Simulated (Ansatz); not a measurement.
## KCl: energy along a strain

KCl, Fm-3m, a = 6.312 Å (as given, not relaxed at this level: 0.6 GPa). Ansatz: PBE, PAW, 420 eV, Γ-centred 6×6×6 mesh on 2 atoms, Gaussian smearing 0.05 eV; no spin polarisation. Cell vectors (Å): 0.000 3.156 3.156; 3.156 0.000 3.156; 3.156 3.156 0.000. The cell is strained by x per cent times the pattern (1 1 0 0 0 0) in the order xx yy zz yz xz xy (engineering shears), with fractional coordinates held. y is the free energy over the start, V0 = 31.438 Å³/atom.

```
x (%) y (meV/atom)
-6.00             ?
-4.50         33.97
-3.00         16.69
-1.50          5.72
 0.00          0.00
 1.50         -1.35
 3.00          0.90
 4.50          6.10
 5.25          9.64
 6.00         13.71
```

**Question.** Fit y = c1 x + c2 x² + c3 x³ to the other rows, get the stiffness along the pattern, and predict the missing energy.

**Answer.** Least squares on the rows shown. y = −2.3128 x + 0.98945 x² − 0.037633 x³. The clamped-ion stiffness p·C·p = 2 × 9.895 eV × 160.2 / 31.438 Å³ = 101 GPa (second derivative at the start, which stands under stress). At x = -6.00 the fit asked for gives 57.63 meV/atom. The run gave 58.79 meV/atom, so the fit is 1.16 meV/atom too low, 1.9 % of the span of the series, against an rms of 0.10 meV/atom on the fitted rows. The row lies outside the fitted range. With a term in x⁴ added, a fit to the same known rows predicts 58.67 meV/atom, so most of the miss is curvature that the known rows already hold.